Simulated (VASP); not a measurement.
# MgS: single point with HSE06

MgS:

```xyz
2
Lattice="0.0000 2.5891 2.5891 2.5891 0.0000 2.5891 2.5891 2.5891 0.0000" Properties=species:S:1:pos:R:3 pbc="T T T"
Mg    0.0000    0.0000    0.0000
S     2.5891    2.5891    2.5891
```

The cell is a database's computed one.

```json
{
 "Program": "VASP 6.6.1",
 "Task": "single point",
 "Functional": "HSE06",
 "Potentials or basis": "VASP PAW PBE potentials, release 64 (Mg, S)",
 "Cutoff": "520 eV",
 "k mesh": "6 × 6 × 6",
 "Occupations": "gaussian, width 0.02 eV",
 "Spin": "no spin polarisation",
 "Grid for exact exchange (PRECFOCK)": "Fast",
 "Screening parameter": "0.2 1/A",
 "Further INCAR settings": "ALGO = Normal; EDIFF = 1e-06"
}
```

The pressure is 0.4 GPa and the band gap on the k mesh is 3.81 eV, indirect (least direct gap 4.94 eV).

Levels at points of the mesh, in eV from the valence-band top:
```tsv
k point	band 1	band 2	band 3	band 4	band 5	band 6	band 7	band 8
(0.00, 0.00, 0.00)	-14.06	0.00	0.00	0.00	4.94	9.12	9.12	9.12
(0.50, 0.00, 0.00)	-12.59	-5.36	-0.66	-0.66	5.60	8.10	8.10	11.78
(0.50, 0.50, 0.00)	-12.16	-4.68	-1.88	-1.88	3.81	5.31	13.70	14.41
```

Wall time 2.1 min on 1 thread of Intel(R) Xeon(R) Platinum 8488C (Sapphire Rapids), on a shared host, peak memory 0.26 GiB.

Caveat: the PAW data sets were made with another functional, which shifts forces and pressure a little. A k mesh can miss the band edges.
